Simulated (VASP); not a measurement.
A convergence study with VASP on AlSb (zinc blende): one setting is varied, all else stays as given below, so the limit is that of these other settings.

```
AlSb
1.0
    0.00000     3.07000     3.07000
    3.07000     0.00000     3.07000
    3.07000     3.07000     0.00000
Al Sb
1 1
Direct
  0.00000   0.00000   0.00000
  0.25000   0.25000   0.25000
```

The numbers are results of PBE GGA, VASP's PBE PAW potentials (set 64) (plane waves; VASP 6.6.1), not measurements. The tightest run used: 550 eV cut-off, 16×16×16 Γ-centred mesh, Gaussian smearing of 0.050 eV, potentials Al Sb.

The reference is 16×16×16 mesh, which took about 70 core-seconds. Times come from single runs on busy shared machines, so they are rough: good to a factor of about 2.

Of the settings 1×1×1 mesh; 2×2×2 mesh; 3×3×3 mesh; 4×4×4 mesh; 5×5×5 mesh; 6×6×6 mesh; 7×7×7 mesh; 8×8×8 mesh; 9×9×9 mesh; 10×10×10 mesh; 11×11×11 mesh; 12×12×12 mesh; 13×13×13 mesh; 14×14×14 mesh; 15×15×15 mesh; 16×16×16 mesh, which is the lowest that keeps the difference from the reference in the stress, largest component (GPa) within 0.2 from there on, and what does it cost?

5×5×5 mesh; its cost over the reference is about 1/5.
```
setting        difference in the stress, largest component (GPa)  cost over the reference
-------------  -------------------------------------------------  -----------------------
1×1×1 mesh                                                 26.62                about 1/7
2×2×2 mesh                                                  4.24                about 1/5
3×3×3 mesh                                                  0.96                about 1/6
4×4×4 mesh                                                  0.25                about 1/5
5×5×5 mesh                                                  0.06                about 1/5
6×6×6 mesh                                                  0.01                about 1/5
7×7×7 mesh                                                  0.00                about 1/4
8×8×8 mesh                                                  0.00                about 1/3
9×9×9 mesh                                                  0.00                about 1/3
10×10×10 mesh                                               0.00                about 1/3
11×11×11 mesh                                               0.00                about 1/2
12×12×12 mesh                                               0.00     within a factor of 2
13×13×13 mesh                                               0.00     within a factor of 2
14×14×14 mesh                                               0.00     within a factor of 2
15×15×15 mesh                                               0.00     within a factor of 2
16×16×16 mesh                                               0.00                reference
```

Left out are rungs that failed or repeat a setting and relaxations that didn't move; long series are thinned to 24 rows.

The compound is AlSb in the zinc blende structure. The cell was not relaxed at this level.
